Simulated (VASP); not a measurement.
# TiN (Fm-3m) in VASP: notebook

The runs below take TiN through single point, with PBEsol.

Everything below comes from runs of VASP 6.6.1. Logs are shortened: lines on timing, memory, paths and dates and some standing lists are left out, and cuts for length are marked.

## Step 1: Starting point

Symmetry: Fm-3m, No. 225, cubic system. Conventional cell: a = 4.206 Å, b = 4.206 Å, c = 4.206 Å, α = 90.00°, β = 90.00°, γ = 90.00°. Ti (site symmetry m-3m) is surrounded by 6 N at 2.10 Å. Around N (site symmetry m-3m) lie 6 Ti at 2.10 Å.

The cell is a database's computed one.

## Step 2: Single point, PBEsol

The input, INCAR:

```
  ALGO = Normal
  EDIFF = 1E-6
  ENCUT = 700
  GGA = PS
  ISIF = 2
  ISMEAR = 0
  LASPH = T
  LCHARG = F
  LREAL = F
  LWAVE = F
  NELM = 80
  PREC = Accurate
  SIGMA = 0.1
```

The input, KPOINTS:

```
k-points
0
Gamma
  18 18 18
```

The input, POSCAR:

```
TiN
1.0
    0.0000000000      2.1029700000      2.1029700000
    2.1029700000      0.0000000000      2.1029700000
    2.1029700000      2.1029700000      0.0000000000
Ti N
1 1
Direct
    0.0000000000      0.0000000000      0.0000000000
    0.5000000000      0.5000000000      0.5000000000
```

Potentials or basis: VASP PAW PBE potentials, release 64 (Ti_sv, N).

Command:

```
$ cat potpaw_PBE.64/Ti_sv/POTCAR potpaw_PBE.64/N/POTCAR > POTCAR
$ mpirun -np 1 vasp_std > vasp.out
```

OUTCAR:

```text
EDIFF = 1E-6
   ENCUT = 700
   GGA = PS
   ISIF = 2
   ISMEAR = 0
   LASPH = T
   LREAL = F
   NELM = 80
   PREC = Accurate

 ion  position               nearest neighbor table
   1  0.000  0.000  0.000-   2 2.10   2 2.10   2 2.10   2 2.10   2 2.10   2 2.10
   2  0.500  0.500  0.500-   1 2.10   1 2.10   1 2.10   1 2.10   1 2.10   1 2.10

  LATTYP: Found a face centered cubic cell.
 ALAT       =     4.2059400000

  Lattice vectors:

 A1 = (   0.0000000000,   2.1029700000,   2.1029700000)
 A2 = (   2.1029700000,   0.0000000000,   2.1029700000)
 A3 = (   2.1029700000,   2.1029700000,   0.0000000000)

Analysis of symmetry for initial positions (statically):
=====================================================================
 Subroutine PRICEL returns:
 Original cell was already a primitive cell.

 Routine SETGRP: Setting up the symmetry group for a
 face centered cubic supercell.

 Subroutine GETGRP returns: Found 48 space group operations
 (whereof 48 operations were pure point group operations)
 out of a pool of 48 trial point group operations.

The static configuration has the point symmetry O_h .

Analysis of symmetry for dynamics (positions and initial velocities):
=====================================================================
 Subroutine PRICEL returns:
 Original cell was already a primitive cell.

 Routine SETGRP: Setting up the symmetry group for a
 face centered cubic supercell.

 Subroutine GETGRP returns: Found 48 space group operations
 (whereof 48 operations were pure point group operations)
 out of a pool of 48 trial point group operations.

The dynamic configuration has the point symmetry O_h .

 Subroutine INISYM returns: Found 48 space group operations
 (whereof 48 operations are pure point group operations),
 and found     1 'primitive' translations

----------------------------------------------------------------------------------------

                                     Primitive cell

  volume of cell :      18.6007

  direct lattice vectors                    reciprocal lattice vectors
     0.000000000  2.102970000  2.102970000    -0.237758979  0.237758979  0.237758979
     2.102970000  0.000000000  2.102970000     0.237758979 -0.237758979  0.237758979
     2.102970000  2.102970000  0.000000000     0.237758979  0.237758979 -0.237758979

  length of vectors
     2.974048695  2.974048695  2.974048695     0.411810632  0.411810632  0.411810632

  position of ions in fractional coordinates (direct lattice)
     0.000000000  0.000000000  0.000000000
     0.500000000  0.500000000  0.500000000

  ion indices of the primitive-cell ions
   primitive index   ion index
[... 87 lines left out ...]
   EMIN   =  10.00;   EMAX   =-10.00  energy-range for DOS
   EFERMI =   0.00;   METHOD = LEGACY
   ISMEAR =     0;   SIGMA  =   0.10  broadening in eV -4-tet -1-fermi 0-gaus
   EFERMI_NEDOS =   21; number of points for ismear=-14 and -15
   IALGO  =     38    algorithm
   IMIX   =      4    mixing-type and parameters
     AMIX     =   0.40;   BMIX     =  1.00
     AMIX_MAG =   1.60;   BMIX_MAG =  1.00
  volume/ion in A,a.u.               =       9.30        62.76
  Fermi-wavevector in a.u.,A,eV,Ry     =   1.588723  3.002250 34.341640  2.524039
  Thomas-Fermi vector in A             =   2.687682
   LORBIT       =      0    0 simple, 1 ext, 2 COOP (PROOUT), +10 PAW based schemes
   GGA     = PS    functional components
   LHFCALC =     F    Hartree Fock is set to
   AEXX    =    0.0000 exact exchange contribution
   IVDW    =     0    specifies the selected vdW correction
   LEPSILON=     F    determine dielectric tensor
   LRPA    =     F    only Hartree local field effects (RPA)
 non-spin polarized calculation
 Gauss-broadening in eV      SIGMA  =   0.10
  energy-cutoff  :      700.00
  volume of cell :       18.60
 maximum number of plane-waves:       801
 NGX is ok and might be reduce to    28
   NGX = 13   NGY = 13   NGZ = 13

 number of electron      17.0000000 magnetization

 Free energy of the ion-electron system (eV)
  ---------------------------------------------------
  ext. energy  EPLUGINS =         0.00000000
  ---------------------------------------------------
  free energy    TOTEN  =       -20.78827209 eV

  energy without entropy =      -20.78424837  energy(sigma->0) =      -20.78626023

 E-fermi :  11.6548     XC(G=0): -13.3638

 val. band max:       11.6187082457   @ k =  -0.1667   0.1111   0.0000
 cond. band min:      11.6633660101   @ k =   0.4444   0.2222   0.1111
 fundamental gap:      0.0446577643
 Fermi energy:        11.6547575751

 k-point     1 :       0.0000    0.0000    0.0000
  band No.  band energies     occupation
      1     -45.9136      2.00000
      2     -21.9742      2.00000
      3     -21.9742      2.00000
      4     -21.9742      2.00000
      5      -5.5398      2.00000
      6       9.6058      2.00000
      7       9.6058      2.00000
      8       9.6058      2.00000
      9      11.0044      2.00000
     10      11.0044      2.00000
     11      11.0044      2.00000
     12      12.2526      0.00000
[... 331 lines left out ...]
 k-point    24 :      -0.2222    0.0556    0.0000
  band No.  band energies     occupation
      1     -45.8592      2.00000
      2     -22.3262      2.00000
      3     -22.0276      2.00000
      4     -21.9941      2.00000
      5      -4.4402      2.00000
      6       6.0796      2.00000
      7       7.1482      2.00000
      8       7.4702      2.00000
      9      11.8967      0.00062
     10      12.1182      0.00000
     11      12.6258      0.00000
     12      14.7194      0.00000

 [... further k-points ...]

------------------------ aborting loop because EDIFF is reached ----------------------------------------

  FORCE on cell =-STRESS in cart. coord.  units (eV):
  Direction    XX          YY          ZZ          XY          YZ          ZX
  --------------------------------------------------------------------------------------
  -------------------------------------------------------------------------------------
  Total       -0.0116616     -0.0116616     -0.0116616      0.0000000      0.0000000      0.0000000
  in kB       -1.0044740     -1.0044740     -1.0044740      0.0000000      0.0000000      0.0000000
  external PRESSURE =      -1.0044740 kB  Pullay stress =       0.0000000 kB

 VOLUME and BASIS-vectors are now :
 -----------------------------------------------------------------------------
  energy-cutoff  :      700.00
  volume of cell :       18.60
      direct lattice vectors                 reciprocal lattice vectors
     0.000000000  2.102970000  2.102970000    -0.237758979  0.237758979  0.237758979
     2.102970000  0.000000000  2.102970000     0.237758979 -0.237758979  0.237758979
     2.102970000  2.102970000  0.000000000     0.237758979  0.237758979 -0.237758979

 POSITION                                       TOTAL-FORCE (eV/Angst)
 -----------------------------------------------------------------------------------
      0.00000      0.00000      0.00000        -0.000000      0.000000     -0.000000
      2.10297      2.10297      2.10297         0.000000     -0.000000      0.000000
 -----------------------------------------------------------------------------------
    total drift:                                0.000000      0.000000      0.000000

  FREE ENERGIE OF THE ION-ELECTRON SYSTEM (eV)
  ---------------------------------------------------
  free  energy   TOTEN  =       -20.7882720925 eV

  energy  without entropy=      -20.7842483663  energy(sigma->0) =      -20.78626023
```

stdout:

```text
POSCAR found type information on POSCAR TiN
 POSCAR found :  2 types and       2 ions
 scaLAPACK will be used
 -----------------------------------------------------------------------------
|                                                                             |
|                                                                             |
|     You enforced a specific xc type in the INCAR file but a different       |
|     I HOPE YOU KNOW WHAT YOU ARE DOING!                                     |
|                                                                             |
 -----------------------------------------------------------------------------

 LDA part: xc-table for (Slater+PW92), standard interpolation
 POSCAR, INCAR and KPOINTS ok, starting setup
 FFT: planning ... GRIDC
 FFT: planning ... GRID_SOFT
 FFT: planning ... GRID
 WAVECAR not read
 entering main loop
```

It took 34 s on 1 thread of Intel Xeon 6975P-C (Granite Rapids), shared host; peak memory 0.21 GiB.

Results:

* Free energy: -20.7883 eV
* Pressure: -0.1 GPa
* Band gap on the k mesh: none (metal or under the smearing width)

Caveat: the PAW data sets were made with another functional, which shifts forces and pressure a little.

## Step 3: Single point, PBEsol

INCAR: that of step 2 with these lines changed.

```diff
@@ -2,3 +2,3 @@
   EDIFF = 1E-6
-  ENCUT = 700
+  ENCUT = 520
   GGA = PS
```

The input, KPOINTS:

```
k-points
0
Gamma
  26 26 26
```

POSCAR is that of step 2.

Potentials or basis: VASP PAW PBE potentials, release 64 (Ti_sv, N).

Command:

```
$ cat potpaw_PBE.64/Ti_sv/POTCAR potpaw_PBE.64/N/POTCAR > POTCAR
$ mpirun -np 1 vasp_std > vasp.out
```

Wall time 35 s (1 thread of Intel Xeon 6975P-C (Granite Rapids), shared host); peak memory 0.25 GiB.

It converged, with:

| Item | Value |
| --- | --- |
| Free energy | -20.7828 eV |
| Pressure | 0.0 GPa |
| Band gap on the k mesh | none (metal or under the smearing width) |

Levels at points of the mesh, in eV from the Fermi level:
| k point | band 5 | band 6 | band 7 | band 8 | band 9 | band 10 | band 11 | band 12 |
| --- | --- | --- | --- | --- | --- | --- | --- | --- |
| (0.00, 0.00, 0.00) | -17.19 | -2.05 | -2.05 | -2.05 | -0.65 | -0.65 | -0.65 | 0.60 |
| (0.50, 0.00, 0.00) | -14.58 | -8.27 | -5.62 | -5.62 | 1.78 | 1.78 | 2.48 | 6.12 |
| (0.50, 0.50, 0.00) | -15.75 | -5.90 | -3.25 | -3.25 | -3.22 | 1.72 | 2.52 | 2.52 |

Caveat: the PAW data sets were made with another functional, which shifts forces and pressure a little.
